## The finding

BLYP makes the tungsten crystal 5.6 % too large in volume, the worst result in the table. A second failure hides behind a good result. PW91-D3(BJ) misses the measured volume by only 0.6 %, but without its dispersion term it would miss by about 2 %. A small error in the total can therefore cover a larger error in one of its parts.

Equilibrium volume of body-centred cubic tungsten (Im-3m, one-atom cell) from density-functional theory and classical force fields, each at the method's own minimum. The calculations use a static lattice, without zero-point or thermal motion; the measured volume, 15.8015 Å³/atom, includes both.

| method | rung | program | potentials | basis | k mesh | smearing | equilibrium volume (Å³/atom) | computed less measured (Å³/atom) |
| --- | --- | --- | --- | --- | --- | --- | --- | --- |
| MEAM | force field | LAMMPS | library.meam | default | none 1-atom cell | none | 15.852 | 0.050 |
| SNAP-with-ZBL | force field | LAMMPS | WBe_Wood_PRB2019.snap | default | none 1-atom cell | none | 16.077 | 0.276 |
| B88-PBE | GGA | Ansatz LAPW | all electron LAPW, scalar relativistic | 0.002 eV/atom basis error | 12x12x12 1-atom cell | cold 0.01eV | 16.135 | 0.334 |
| BLYP | GGA | FLEUR | all electron | 4.17 Kmax | 12x12x12 1-atom cell | Fermi Dirac 0.05eV | 16.690 | 0.889 |
| PBE-D3(BJ) | GGA | Quantum ESPRESSO | PseudoDojo 0.4.1 SR PBE standard | 1007 eV | 12x12x12 1-atom cell | Fermi Dirac 0.05eV | 15.860 | 0.058 |
| PBE-D4 | GGA | Ansatz | Ansatz PAW polarizable | 420 eV | 10x10x10 1-atom cell | Fermi Dirac 0.15eV | 15.811 | 0.009 |
| PBEsol | GGA | Quantum ESPRESSO | PseudoDojo 0.4.1 SR PBEsol standard | 1007 eV | 12x12x12 1-atom cell | cold 0.272eV | 15.694 | -0.107 |
| PW91-D3(BJ) | GGA | GPAW | PAW data sets made by gpaw setup for the functional | 600 eV | 12x12x12 1-atom cell | Fermi Dirac 0.05eV | 15.899 | 0.097 |

## How large an error has to be to count

The calculations hold the atoms still, whereas real atoms vibrate even at the lowest temperature and push the crystal slightly apart. A rough Debye estimate, using typical literature values rather than results of these runs, puts this zero-point swelling at a few hundredths of an Å³ per atom; thermal expansion adds to it. The PBE-D4 error of 0.009 Å³ is smaller than that, so it doesn't make PBE-D4 the best method here. The BLYP error of 0.889 Å³ is far larger and needs a cause in the method.



## What goes wrong in BLYP

A density functional has an exchange part, which comes from the Pauli principle, and a correlation part, which describes how electrons avoid each other because they repel. BLYP and B88-PBE share the same exchange, called B88, and differ in correlation. Both were run with all electrons included. BLYP gives a volume 0.555 Å³ larger, which is 62 % of its whole error. The programs differ too, but careful all-electron codes normally agree far better than this, so the gap points to the LYP correlation.

Theory suggests two causes, both favouring a larger volume. LYP was built from the correlation of the helium atom, and it doesn't give the right energy for a uniform electron gas. In a metal, many electrons are spread through the crystal and resemble such a gas. Their correlation energy becomes more favourable as the density rises, which helps to pull the crystal together. For a uniform gas, LYP gives too little correlation energy at metallic densities and somewhat too little gain on compression. This is expected to supply only a small part of the gap. The larger part is expected from the response to uneven density. PBE correlation weakens strongly where the density varies, and this offsets part of the reward that gradient-corrected exchange gives to expansion, described in the next section. LYP weakens much less, so more of that reward is left standing. The table can't separate the two causes.

## Why B88-PBE is still too large

Replacing LYP by PBE correlation leaves an error of 0.334 Å³. Both functionals are generalized gradient approximations (GGAs): they use the local density and how steeply it changes. Exchange of this kind lowers the energy where the density varies strongly. When a crystal expands, the density between the atoms thins out and becomes more uneven in relative terms, so a strong gradient term rewards expansion.

PBEsol has a weaker gradient term in its exchange, and its volume is 0.441 Å³ smaller than that of B88-PBE. The direction is the expected one. The size can't be assigned to exchange alone, because PBEsol also changes the correlation. Its run also differs in program, in using a pseudopotential and in a much wider smearing, and its volume comes from a cell relaxation on a shifted mesh. Its volume ends 0.107 Å³ below the measured one. Part of this shortfall is the swelling by vibration, which the static calculation leaves out.

## The error hidden by the dispersion term

D3 adds an attraction between pairs of atoms to the energy of the functional. It depends only on where the atoms are and leaves the electron density unchanged, so it can be subtracted afterwards. In the PW91-D3(BJ) run, the D3 energy rises from −0.4314 to −0.4229 eV per atom as the volume grows from 15.848 to 16.165 Å³. Energy that rises on expansion means an inward pressure $P$:

$$P \approx \frac{0.4314-0.4229}{16.165-15.848}\ \frac{\text{eV}}{\text{Å}^3} \approx 0.027\ \frac{\text{eV}}{\text{Å}^3} \approx 4.3\ \text{GPa}.$$

A spring under a small constant load is a useful simpler system. Its shift is the load divided by the stiffness. For a crystal of volume $V$ and bulk modulus $B$, the resistance to uniform compression, the same reasoning gives

$$\Delta V \approx \frac{V P}{B} \approx \frac{15.9\ \text{Å}^3 \times 4.3\ \text{GPa}}{310\ \text{GPa}} \approx 0.22\ \text{Å}^3.$$

The bulk modulus comes from the same run. Interpolating that run's own pressures gives 0.23 Å³, as the printed output below shows. The spring falls slightly short because a crystal softens as it expands, while an ideal spring keeps its stiffness. The picture therefore holds only for small shifts. It also shows what to expect elsewhere: the same inward pressure moves a softer crystal further.

Without D3, the PW91 volume would be 16.13 Å³, which is 0.33 Å³ too large. That is almost exactly the error of B88-PBE, which has no dispersion term. A near match is expected, because PW91 exchange is built on B88 and PBE correlation was designed to resemble that of PW91. The agreement of PW91-D3(BJ) with experiment thus comes from two opposing contributions: a functional that expands the crystal and an added attraction that contracts it.

The match doesn't show that the attraction itself is right. D3 sums contributions from pairs of atoms, while in a metal the mobile electrons screen such attractions. Its short-range damping is also adjusted separately for each functional, so the added pull depends on the functional it accompanies. PBE-D3(BJ) and PBE-D4 probably owe their small errors to the same compensation, but the separation was made only for PW91-D3(BJ).

The compensation isn't dependable. In further runs on the same crystal, revPBE with D3(BJ) gave 15.62 Å³ and BP86 with D3 gave 15.39 Å³. The BP86 value is the energy minimum; the pressures of that run cross zero near 15.34 Å³, so it is less certain. Both results lie below the measured volume, as would happen if the added pull were too strong. That cause is likely rather than shown, because D3 wasn't separated out in these runs and the BP86 run used atomic data sets made for PBE.

## Two force fields, two kinds of answer

A force field replaces the electrons by a formula for the energy of the atoms, so its volume depends on what went into that formula. MEAM takes a reference lattice constant as input. Its small error of 0.050 Å³ therefore mostly reflects that input, and is no test of its physics.

SNAP was trained on density-functional results. Its volume of 16.08 Å³ lies close to the 16.13 Å³ of PW91 without D3. It has probably inherited the expansion typical of a GGA, though a comparison with its own training data would be needed to settle this.

## A rule for reading such a table

Before a small volume error is taken as a sign of a good method, two questions should be answered. Was the measured size, or something equivalent to it, an input? If the energy contains an added term, what volume remains when that term is removed? For tungsten, the first question disqualifies the MEAM result as a prediction, and the second more than triples the error of PW91-D3(BJ).

The analysis program printed:

```
Deviation from the measured crystal:
            row  volume error in A^3 per atom  volume error in percent  lattice constant error in percent
           MEAM                          0.05                   0.3164                             0.1064
  SNAP-with-ZBL                         0.276                    1.747                             0.5778
        B88-PBE                         0.334                    2.114                             0.6986
           BLYP                         0.889                    5.626                               1.84
     PBE-D3(BJ)                         0.058                   0.3671                             0.1233
         PBE-D4                         0.009                  0.05696                            0.02004
         PBEsol                        -0.107                  -0.6772                            -0.2273
    PW91-D3(BJ)                         0.097                   0.6139                             0.2053
Measured volume in A^3 per atom: 15.8
Number of rows above the measured volume: 7
BLYP less B88-PBE in A^3 per atom: 0.555
This gap as percent of the BLYP error: 62.43
BLYP error divided by B88-PBE error: 2.662
PBEsol less B88-PBE in A^3 per atom: -0.441
Contracting pressure of D3 in PW91-D3(BJ) in GPa: 4.302
PW91-D3(BJ) volume by interpolation with D3 kept in A^3 per atom: 15.9
PW91 volume by interpolation with D3 removed in A^3 per atom: 16.13
Contraction due to D3 in A^3 per atom: 0.2299
PW91 error with D3 removed in A^3 per atom: 0.3285
SNAP volume less PW91 volume without D3 in A^3 per atom: -0.05296
PBE-D3(BJ) less PBE-D4 in A^3 per atom: 0.049
PW91-D3(BJ) less PBE-D3(BJ) in A^3 per atom: 0.039
Rough zero-point swelling in A^3 per atom (order of magnitude only): 0.03074
```
